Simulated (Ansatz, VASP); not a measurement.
# NiO in VASP and in Ansatz

```
Ni O
1.0
     0.00000    2.09131    2.09131
     2.09131    0.00000    2.09131
     4.18262    4.18262    0.00000
Ni O
2 2
Cartesian
  0.0000 0.0000 0.0000
  2.0913 2.0913 0.0000
  2.0913 2.0913 2.0913
  4.1826 4.1826 2.0913
```

Alike in both runs: task single point; functional PBE; k mesh 8 × 8 × 8; occupations gaussian, width 0.05 eV; collinear spin, antiferromagnetic start; Hubbard terms Ni d U = 7 eV.

```csv
,VASP,Ansatz
version,VASP 6.6.1,Ansatz 0.2.0
potentials or method,"VASP PAW PBE potentials, release 64 (Ni, O)",Ansatz PAW
plane-wave cutoff (eV),520,420
valence electrons in the cell,32,48
```

|  | VASP | Ansatz | Ansatz less VASP |
| --- | --- | --- | --- |
| gap on the k mesh at the Fermi level (eV) | 3.47 | 3.13 | -0.333 |
| least direct gap on the mesh (eV) | 4.15 | 3.93 | -0.224 |
| pressure (GPa) | -0.7 | 10.8 | +11.47 |
| largest component of the traceless stress (GPa) | 0.06 | 0.09 | +0.026 |
| net moment per atom (μB) | 0.00 | 0.00 | 0.000 |
| size of the moment on the site where the two differ most (μB) | 1.78 | 1.69 | -0.095 |

Site moments also hang on the region over which each program counts them. The programs project onto different local orbitals, so the same U acts differently. The two sets of potentials don't hold the same shells in valence.

Caveats: the magnetic or orbital state may not be the lowest (Ansatz); the pressure holds a Pulay correction of +0.7 GPa for the finite cutoff (Ansatz). A k mesh can miss the band edges. The state reached can hang on the start; a lower one may exist.
